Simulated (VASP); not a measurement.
# PbSe (Clausthalite) (Fm-3m) in VASP: a series of runs

Aim: see how the results for PbSe (Clausthalite) move with the level of theory and the settings. Levels: revPBE+D4, RPBE+D3(BJ). Tasks: single point.

Everything below comes from runs of VASP 6.6.1. Logs are shortened: lines on timing, memory, paths and dates and some standing lists are left out, and cuts for length are marked.

**Measured values to compare with.**

From a printed reference work, monograph, for a bulk crystal of PbSe: band gap 0.28 eV (direct) at 300 K; band gap 0.15 eV (direct) at 4.2 K.

The runs below are set against these values where they give the same quantity.

## (1) The cell of the first run

The structure is cubic, space group Fm-3m (No. 225). The conventional cell has a = 6.039 Å, b = 6.039 Å, c = 6.039 Å, α = 90.00°, β = 90.00°, γ = 90.00°. Within 4.0 Å of Pb (site symmetry m-3m) lie 6 Se at 3.02 Å. Se (site symmetry m-3m) has 6 Pb at 3.02 Å within 4.0 Å.

## (2) Single point, revPBE+D4

INCAR

```
SYSTEM = PbSe
ALGO     = Normal         ! electronic algorithm
EDIFF    = 1E-6           ! SCF threshold, eV
ENCUT    = 520            ! plane-wave cutoff, eV
GGA      = RE             ! functional
ISIF     = 2              ! what is computed and relaxed
ISMEAR   = -1             ! smearing method
IVDW     = 13             ! dispersion correction
LASPH    = .TRUE.         ! aspherical terms in the spheres
LCHARG   = .FALSE.        ! write CHGCAR
LREAL    = .FALSE.        ! projectors in reciprocal space
LWAVE    = .FALSE.        ! write WAVECAR
NBANDS   = 17             ! bands
NELM     = 80             ! most SCF steps
PREC     = Accurate       ! precision mode
SIGMA    = 0.05           ! smearing width, eV
```

KPOINTS

```
k-points
0
G
  8 8 8
  0 0 0
```

POSCAR

```
PbSe
1.0
    0.0000000000      3.0192847941      3.0192847941
    3.0192847941      0.0000000000      3.0192847941
    3.0192847941      3.0192847941      0.0000000000
Pb Se
1 1
Direct
    0.0000000000      0.0000000000      0.0000000000
    0.5000000000      0.5000000000      0.5000000000
```

Potentials or basis: VASP PAW PBE potentials, release 64 (Pb_d, Se).

On the command line:

```console
$ cat potpaw_PBE.64/Pb_d/POTCAR potpaw_PBE.64/Se/POTCAR > POTCAR
$ mpirun -np 1 vasp_std > vasp.out
```

OUTCAR:

```text
SYSTEM = PbSe
   EDIFF = 1E-6
   ENCUT = 520
   GGA = RE
   ISIF = 2
   ISMEAR = -1
   IVDW = 13
   LASPH = .TRUE.
   LREAL = .FALSE.
   NELM = 80
   PREC = Accurate

 ion  position               nearest neighbor table
   1  0.000  0.000  0.000-   2 3.02   2 3.02   2 3.02   2 3.02   2 3.02   2 3.02
   2  0.500  0.500  0.500-   1 3.02   1 3.02   1 3.02   1 3.02   1 3.02   1 3.02

  LATTYP: Found a face centered cubic cell.
 ALAT       =     6.0385695882

  Lattice vectors:

 A1 = (   0.0000000000,   3.0192847941,   3.0192847941)
 A2 = (   3.0192847941,   0.0000000000,   3.0192847941)
 A3 = (   3.0192847941,   3.0192847941,   0.0000000000)

Analysis of symmetry for initial positions (statically):
=====================================================================
 Subroutine PRICEL returns:
 Original cell was already a primitive cell.

 Routine SETGRP: Setting up the symmetry group for a
 face centered cubic supercell.

 Subroutine GETGRP returns: Found 48 space group operations
 (whereof 48 operations were pure point group operations)
 out of a pool of 48 trial point group operations.

The static configuration has the point symmetry O_h .

Analysis of symmetry for dynamics (positions and initial velocities):
=====================================================================
 Subroutine PRICEL returns:
 Original cell was already a primitive cell.

 Routine SETGRP: Setting up the symmetry group for a
 face centered cubic supercell.

 Subroutine GETGRP returns: Found 48 space group operations
 (whereof 48 operations were pure point group operations)
 out of a pool of 48 trial point group operations.

The dynamic configuration has the point symmetry O_h .

 Subroutine INISYM returns: Found 48 space group operations
 (whereof 48 operations are pure point group operations),
 and found     1 'primitive' translations

----------------------------------------------------------------------------------------

                                     Primitive cell

  volume of cell :      55.0481

  direct lattice vectors                    reciprocal lattice vectors
     0.000000000  3.019284794  3.019284794    -0.165602132  0.165602132  0.165602132
     3.019284794  0.000000000  3.019284794     0.165602132 -0.165602132  0.165602132
     3.019284794  3.019284794  0.000000000     0.165602132  0.165602132 -0.165602132

  length of vectors
     4.269913504  4.269913504  4.269913504     0.286831307  0.286831307  0.286831307

[... 79 lines left out ...]
   NELM   =     80;   NELMIN=  2; NELMDL= -5     # of ELM steps
   EDIFF  = 0.1E-05   stopping-criterion for ELM
   LREAL  =      F    real-space projection
   EDIFFG = 0.1E-04   stopping-criterion for IOM
   NSW    =      0    number of steps for IOM
   IBRION =     -1    ionic relax: 0-MD 1-quasi-New 2-CG
   NFREE  =      0    steps in history (QN), initial steepest desc. (CG)
   ISIF   =      2    stress and relaxation
   ISYM   =      2    0-nonsym 1-usesym 2-fastsym
   POTIM  = 0.5000    time-step for ionic-motion
   TEBEG  =    0.0;   TEEND  =   0.0 temperature during run
   PSTRESS=    0.0 pullay stress
   NELECT =      20.0000    total number of electrons
   NUPDOWN=      -1.0000    fix difference up-down
   EMIN   =  10.00;   EMAX   =-10.00  energy-range for DOS
   EFERMI =   0.00;   METHOD = LEGACY
   ISMEAR =    -1;   SIGMA  =   0.05  broadening in eV -4-tet -1-fermi 0-gaus
   EFERMI_NEDOS =   21; number of points for ismear=-14 and -15
   IALGO  =     38    algorithm
   IMIX   =      4    mixing-type and parameters
     AMIX     =   0.40;   BMIX     =  1.00
     AMIX_MAG =   1.60;   BMIX_MAG =  1.00
  volume/ion in A,a.u.               =      27.52       185.74
  Fermi-wavevector in a.u.,A,eV,Ry     =   1.168165  2.207511 18.566630  1.364609
  Thomas-Fermi vector in A             =   2.304655
   LORBIT       =      0    0 simple, 1 ext, 2 COOP (PROOUT), +10 PAW based schemes
   GGA     = RE    functional components
   LHFCALC =     F    Hartree Fock is set to
   AEXX    =    0.0000 exact exchange contribution
   IVDW    =    13    specifies the selected vdW correction
   LEPSILON=     F    determine dielectric tensor
   LRPA    =     F    only Hartree local field effects (RPA)
 non-spin polarized calculation
  energy-cutoff  :      520.00
  volume of cell :       55.05
 maximum number of plane-waves:      1524
   NGX = 15   NGY = 15   NGZ = 15

 number of electron      20.0000005 magnetization

 Free energy of the ion-electron system (eV)
  ---------------------------------------------------
  ext. energy  EPLUGINS =         0.00000000
  ---------------------------------------------------
  free energy    TOTEN  =        -7.48772451 eV

  energy without entropy =       -7.48716913  energy(sigma->0) =       -7.48744682

 E-fermi :   5.8204     XC(G=0):  -9.6183

 val. band max:        5.7179402600   @ k =   0.5000   0.0000   0.0000
 cond. band min:       5.9227970511   @ k =   0.5000   0.0000   0.0000
 fundamental gap:      0.2048567911
 Fermi energy:         5.8203766914

 k-point     1 :       0.0000    0.0000    0.0000
  band No.  band energies     occupation
      1     -11.2864      2.00000
      2     -11.2864      2.00000
      3     -11.2864      2.00000
      4     -11.2815      2.00000
      5     -11.2815      2.00000
      6      -8.2616      2.00000
[... 457 lines left out ...]
      4     -11.2627      2.00000
      5     -11.2450      2.00000
      6      -6.8730      2.00000
[... 9 lines left out ...]
     16      16.5426      0.00000
     17      16.7047      0.00000

 [... further k-points ...]

------------------------ aborting loop because EDIFF is reached ----------------------------------------

  DFT-D4 for vdW energy calculation

  Edisp (eV):   -1.28665

  FORCE on cell =-STRESS in cart. coord.  units (eV):
  Direction    XX          YY          ZZ          XY          YZ          ZX
  --------------------------------------------------------------------------------------
  -------------------------------------------------------------------------------------
  Total       0.87811     0.87811     0.87811     0.00000    -0.00000     0.00000
  in kB      25.55751    25.55751    25.55751     0.00000    -0.00000     0.00000
  external pressure =       25.56 kB  Pullay stress =        0.00 kB

 VOLUME and BASIS-vectors are now :
 -----------------------------------------------------------------------------
  energy-cutoff  :      520.00
  volume of cell :       55.05
      direct lattice vectors                 reciprocal lattice vectors
     0.000000000  3.019284794  3.019284794    -0.165602132  0.165602132  0.165602132
     3.019284794  0.000000000  3.019284794     0.165602132 -0.165602132  0.165602132
     3.019284794  3.019284794  0.000000000     0.165602132  0.165602132 -0.165602132

 POSITION                                       TOTAL-FORCE (eV/Angst)
 -----------------------------------------------------------------------------------
      0.00000      0.00000      0.00000         0.000000      0.000000      0.000000
      3.01928      3.01928      3.01928         0.000000     -0.000000     -0.000000
 -----------------------------------------------------------------------------------
    total drift:                                0.000000     -0.000000     -0.000000

  FREE ENERGIE OF THE ION-ELECTRON SYSTEM (eV)
  ---------------------------------------------------
  free  energy   TOTEN  =        -8.7743751786 eV

  energy  without entropy=       -8.7738197979  energy(sigma->0) =       -8.77409749
```

OSZICAR:

```text
N       E                     dE             d eps       ncg     rms          rms(c)
DAV:   1     0.158685133556E+03    0.15869E+03   -0.96404E+03   994   0.122E+03
DAV:   2     0.454940886412E+01   -0.15414E+03   -0.14912E+03  1014   0.314E+02
DAV:   3    -0.742747936935E+01   -0.11977E+02   -0.11775E+02  1281   0.918E+01
DAV:   4    -0.773021729075E+01   -0.30274E+00   -0.30248E+00  1201   0.155E+01
DAV:   5    -0.773994735225E+01   -0.97301E-02   -0.97294E-02  1436   0.282E+00    0.296E+00
DAV:   6    -0.748604717366E+01    0.25390E+00   -0.59706E-01  1489   0.547E+00    0.176E+00
DAV:   7    -0.748265483503E+01    0.33923E-02   -0.12432E-01  1218   0.175E+00    0.924E-01
DAV:   8    -0.748790694176E+01   -0.52521E-02   -0.14779E-02  1162   0.134E+00    0.147E-01
DAV:   9    -0.748762346193E+01    0.28348E-03   -0.27440E-03  1548   0.568E-01    0.499E-02
DAV:  10    -0.748770440886E+01   -0.80947E-04   -0.31790E-04  1125   0.105E-01    0.202E-02
DAV:  11    -0.748772444234E+01   -0.20033E-04   -0.11667E-04  1267   0.106E-01    0.120E-02
DAV:  12    -0.748772451126E+01   -0.68918E-07   -0.61485E-06  1192   0.151E-02
   1 F= -.87743752E+01 E0= -.87740975E+01  d E =-.555381E-03
```

Wall time 23 s (1 thread of Intel Xeon 6975P-C, shared host); peak memory 0.19 GiB.

Results:

```
Free energy                : -8.7744 eV
Pressure                   : 2.6 GPa
Band gap on the k mesh     : 0.20 eV, direct
Dispersion energy per atom : -0.643 eV
```

Caveat: the PAW data sets were made with another functional, which shifts forces and pressure a little; spin-orbit coupling is left out, which moves the levels of the heavy elements.

## (3) Single point, revPBE+D4

This run uses another cell than the first one, of 28.10 Å³/atom, 1.021 times its volume.

INCAR

```
PREC = Accurate
ENCUT = 520
EDIFF = 1E-7
ISMEAR = -1
SIGMA = 0.05
LREAL = F
LASPH = T
NELM = 100
ALGO = Normal
ISIF = 2
LWAVE = F
LCHARG = F
GGA = RE
IVDW = 13
NBANDS = 17
```

KPOINTS

```
Automatic mesh
0
Gamma
  8 8 8
```

POSCAR

```
PbSe
1.0
    0.0000000000      3.0401081059      3.0401081059
    3.0401081059      0.0000000000      3.0401081059
    3.0401081059      3.0401081059      0.0000000000
Pb Se
1 1
Direct
    0.0000000000      0.0000000000      0.0000000000
    0.5000000000      0.5000000000      0.5000000000
```

Potentials or basis: VASP PAW PBE potentials, release 64 (Pb_d, Se).

On the command line:

```console
$ cat potpaw_PBE.64/Pb_d/POTCAR potpaw_PBE.64/Se/POTCAR > POTCAR
$ mpirun -np 1 vasp_std > vasp.out
```

OUTCAR:

```text
PREC = Accurate
   ENCUT = 520
   EDIFF = 1E-7
   ISMEAR = -1
   LREAL = F
   LASPH = T
   NELM = 100
   ISIF = 2
   GGA = RE
   IVDW = 13

 ion  position               nearest neighbor table
   1  0.000  0.000  0.000-   2 3.04   2 3.04   2 3.04   2 3.04   2 3.04   2 3.04
   2  0.500  0.500  0.500-   1 3.04   1 3.04   1 3.04   1 3.04   1 3.04   1 3.04

  LATTYP: Found a face centered cubic cell.
 ALAT       =     6.0802162118

  Lattice vectors:

 A1 = (   0.0000000000,   3.0401081059,   3.0401081059)
 A2 = (   3.0401081059,   0.0000000000,   3.0401081059)
 A3 = (   3.0401081059,   3.0401081059,   0.0000000000)

Analysis of symmetry for initial positions (statically):
=====================================================================
 Subroutine PRICEL returns:
 Original cell was already a primitive cell.

 Routine SETGRP: Setting up the symmetry group for a
 face centered cubic supercell.

 Subroutine GETGRP returns: Found 48 space group operations
 (whereof 48 operations were pure point group operations)
 out of a pool of 48 trial point group operations.

The static configuration has the point symmetry O_h .

Analysis of symmetry for dynamics (positions and initial velocities):
[... 157 lines left out ...]

 E-fermi :   5.5740     XC(G=0):  -9.5190

 val. band max:        5.4332607097   @ k =   0.5000   0.0000   0.0000
 cond. band min:       5.7146604056   @ k =   0.5000   0.0000   0.0000
 fundamental gap:      0.2813996960
 Fermi energy:         5.5739739985

 k-point     1 :       0.0000    0.0000    0.0000
  band No.  band energies     occupation
      1     -11.5127      2.00000
      2     -11.5127      2.00000
      3     -11.5127      2.00000
      4     -11.5066      2.00000
      5     -11.5066      2.00000
      6      -8.3404      2.00000
[... 457 lines left out ...]
      4     -11.4906      2.00000
      5     -11.4744      2.00000
      6      -7.0191      2.00000
[... 9 lines left out ...]
     16      16.2725      0.00000
     17      16.4142      0.00000

 [... further k-points ...]

------------------------ aborting loop because EDIFF is reached ----------------------------------------

  DFT-D4 for vdW energy calculation

  Edisp (eV):   -1.26044

  FORCE on cell =-STRESS in cart. coord.  units (eV):
  Direction    XX          YY          ZZ          XY          YZ          ZX
  --------------------------------------------------------------------------------------
  -------------------------------------------------------------------------------------
  Total       0.47657     0.47657     0.47657    -0.00000     0.00000    -0.00000
  in kB      13.58750    13.58750    13.58750    -0.00000     0.00000    -0.00000
  external pressure =       13.59 kB  Pullay stress =        0.00 kB

 VOLUME and BASIS-vectors are now :
 -----------------------------------------------------------------------------
  energy-cutoff  :      520.00
  volume of cell :       56.19
      direct lattice vectors                 reciprocal lattice vectors
     0.000000000  3.040108106  3.040108106    -0.164467836  0.164467836  0.164467836
     3.040108106  0.000000000  3.040108106     0.164467836 -0.164467836  0.164467836
     3.040108106  3.040108106  0.000000000     0.164467836  0.164467836 -0.164467836

 POSITION                                       TOTAL-FORCE (eV/Angst)
 -----------------------------------------------------------------------------------
      0.00000      0.00000      0.00000        -0.000000     -0.000000      0.000000
      3.04011      3.04011      3.04011         0.000000      0.000000     -0.000000
 -----------------------------------------------------------------------------------
    total drift:                                0.000000     -0.000000     -0.000000

  FREE ENERGIE OF THE ION-ELECTRON SYSTEM (eV)
  ---------------------------------------------------
  free  energy   TOTEN  =        -8.7886560816 eV

  energy  without entropy=       -8.7883160145  energy(sigma->0) =       -8.78848605
```

stdout:

```text
POSCAR found type information on POSCAR PbSe
 POSCAR found :  2 types and       2 ions
 scaLAPACK will be used
 -----------------------------------------------------------------------------
|                                                                             |
|                                                                             |
|     You enforced a specific xc type in the INCAR file but a different       |
|     I HOPE YOU KNOW WHAT YOU ARE DOING!                                     |
|                                                                             |
 -----------------------------------------------------------------------------

 LDA part: xc-table for (Slater+PW92), standard interpolation
 POSCAR, INCAR and KPOINTS ok, starting setup
 FFT: planning ... GRIDC
 FFT: planning ... GRID_SOFT
 FFT: planning ... GRID
 WAVECAR not read
 entering main loop
```

It took 24 s on 1 thread of Intel Xeon 6975P-C, shared host; peak memory 0.19 GiB.

Results:

- Free energy: -8.7887 eV
- Pressure: 1.4 GPa
- Band gap on the k mesh: 0.28 eV, direct
- Dispersion energy per atom: -0.630 eV

Caveat: the PAW data sets were made with another functional, which shifts forces and pressure a little; spin-orbit coupling is left out, which moves the levels of the heavy elements.

(Part 1 of 2 ends here.)
